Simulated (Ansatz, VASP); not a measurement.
**One calculation of Sb, two programs**

File INCAR:

```
ALGO     = Normal         # electronic algorithm
EDIFF    = 1E-7           # SCF threshold, eV
ENCUT    = 520            # plane-wave cutoff, eV
GGA      = PS             # functional
ISIF     = 2              # what is computed and relaxed
ISMEAR   = 0              # smearing method
LASPH    = True           # aspherical terms in the spheres
LCHARG   = True           # write CHGCAR
LELF     = True           # ELF
LREAL    = False          # projectors in reciprocal space
LVHAR    = True         
LWAVE    = False          # write WAVECAR
NBANDS   = 8              # bands
NELM     = 80             # most SCF steps
PREC     = Accurate       # precision mode
SIGMA    = 0.15           # smearing width, eV
```

KPOINTS

```
k-points
0
Gamma
  16 16 16
```

File POSCAR:

```
Sb
1.0
    3.1719187747      0.1982449234      0.1982449234
    0.1982449234      3.1719187747      0.1982449234
    0.1982449234      0.1982449234      3.1719187747
Sb
1
Direct
    0.0000000000      0.0000000000      0.0000000000
```

Input for Ansatz:

```yaml
crystal:
  lattice:
    - [3.1719187747, 0.1982449234, 0.1982449234]
    - [0.1982449234, 3.1719187747, 0.1982449234]
    - [0.1982449234, 0.1982449234, 3.1719187747]
  atoms:
    - { symbol: Sb, position: [0.0, 0.0, 0.0] }
basis:
  ecutwfc: 420
kpoints:
  mp_grid: { grid: [16, 16, 16] }
hamiltonian:
  xc: pbesol
scf:
  occupations: { method: gaussian, width: 0.15 }
output:
  forces: true
  stress: true
  eigenvalues: true
```

Alike in both runs: task single point; functional PBEsol; k mesh 16 × 16 × 16; occupations gaussian, width 0.15 eV; no spin polarisation.

|  | VASP | Ansatz |
| --- | --- | --- |
| version | VASP 6.6.1 | Ansatz 0.2.0 |
| potentials or method | VASP PAW PBE potentials, release 64 (Sb) | scalar-relativistic, plane waves, PAW |
| plane-wave cutoff (eV) | 520 | 420 |
| valence electrons in the cell | 5 | 15 |

|  | VASP | Ansatz | Ansatz less VASP |
| --- | --- | --- | --- |
| gap on the k mesh at the Fermi level (eV) | none | none | - |
| pressure (GPa) | -5.2 | -5.2 | -0.02 |
| largest component of the traceless stress (GPa) | 1.65 | 1.66 | +0.008 |

A gap of «none» marks a metal or a gap that the smearing closes. The two sets of potentials don't hold the same shells in valence.

Caveats: the PAW data sets were made with another functional, which shifts forces and pressure a little (VASP). Spin-orbit coupling is left out, which matters for the levels of Sb.
